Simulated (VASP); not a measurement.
C:

```xyz
2
Lattice="0.0000 1.7834 1.7834 1.7834 0.0000 1.7834 1.7834 1.7834 0.0000" Properties=species:S:1:pos:R:3 pbc="T T T"
C     2.6751    2.6751    2.6751
C     1.7834    1.7834    1.7834
```

This isn't the form of C at room conditions, which is graphite.

```yaml
Program: VASP 6.6.1
Task: single point
Functional: PBEsol
Potentials_or_basis: VASP PAW PBE potentials, release 64 (C)
Cutoff: 520 eV
k_mesh: 13 × 13 × 13
Occupations: fermi-dirac, width 0.05 eV
Spin: no spin polarisation
```

On this cell: pressure -3.8 GPa; largest force zero by symmetry; band gap on the k mesh 4.01 eV, indirect (least direct gap 5.54 eV).

The same run follows on a disturbed copy (atoms moved at random, drawn with an rms of 0.05 Å):

```
C
1.0
     0.00000    1.78337    1.78337
     1.78337    0.00000    1.78337
     1.78337    1.78337    0.00000
C
2
Direct
  0.74778 0.75306 0.75416
  0.48928 0.49860 0.49360
```

Task: What changes?

Result: The energy moves by +21.0 meV/atom; pressure -3.0 GPa; largest force 1.662 eV/Å; band gap on the k mesh 3.11 eV, indirect (least direct gap 3.94 eV).

Forces in eV/Å, atoms in the order of the input:
```
C   -0.898 -1.183 -0.746
C    0.898  1.183  0.746
```

Stress tensor (GPa, compression positive):
```
-2.96 -0.52 -1.26
-0.52 -3.07 -0.79
-1.26 -0.79 -2.91
```

Caveats: the PAW data sets were made with another functional, which shifts forces and pressure a little; an odd mesh through Γ misses points on the zone boundary, where band edges often lie.
